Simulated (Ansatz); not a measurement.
# WC: the cost of one run

Computed with Ansatz 0.2.0 (DFT PBEsol, scalar-relativistic, plane waves, PAW, unless a step's input says otherwise).

2 further runs of the same task are left out: 2 set aside as unsound or not needed.

## Step 1: The starting structure

It takes space group P-6m2 (No. 187, hexagonal). The conventional cell has a = 2.898 Å, b = 2.898 Å, c = 2.828 Å, α = 90.00°, β = 90.00°, γ = 120.00°. Around W (site symmetry -6m2) lie 6 C at 2.19 Å. Around C (site symmetry -6m2) lie 6 W at 2.19 Å.

Structure file:

```
CELL_PARAMETERS angstrom
1.44921 2.51010 -2.82761
-1.44921 -2.51010 -2.82761
-4.34762 2.51010 0.00000
ATOMIC_POSITIONS crystal
W 0.75000 0.25000 0.50000
W 0.00000 0.00000 0.00000
W 0.50000 0.50000 0.00000
W 0.25000 0.75000 0.50000
C 0.25000 0.25000 0.33333
C 0.50000 0.00000 0.83333
C 0.00000 0.50000 0.83333
C 0.75000 0.75000 0.33333
```

It is built from the cell relaxed beforehand with the same method (10.29 Å³/atom).

## Step 2: Zero of the scan

input.yaml reads:

```yaml
crystal:
  lattice:
    - [1.4492068329, 2.5100998652, -2.8276119072]
    - [-1.4492068329, -2.5100998652, -2.8276119072]
    - [-4.3476204987, 2.5100998652, 0.0]
  atoms:
    - { symbol: W, position: [0.75, 0.25, 0.5] }
    - { symbol: W, position: [0.0, 0.0, 0.0] }
    - { symbol: W, position: [0.5, 0.5, 0.0] }
    - { symbol: W, position: [0.25, 0.75, 0.5] }
    - { symbol: C, position: [0.25, 0.25, 0.3333333333] }
    - { symbol: C, position: [0.5, 0.0, 0.8333333333] }
    - { symbol: C, position: [0.0, 0.5, 0.8333333333] }
    - { symbol: C, position: [0.75, 0.75, 0.3333333333] }
basis:
  ecutwfc: 420
kpoints:
  mp_grid: { grid: [8, 8, 8] }
hamiltonian:
  xc: pbesol
scf:
  occupations: { method: gaussian, width: 0.15 }
output:
  forces: true
  stress: true
  eigenvalues: true
```

On the command line:

```bash
$ ansatz run input.yaml --threads 2 --pin off --max-ram 5120MiB --backend cpu --events-out ev --progress --plain --runs-dir out
```

What time and memory should one allow on 2 threads of Arm Neoverse V2, shared host?

About 14 s, with a peak of 0.5 GiB.
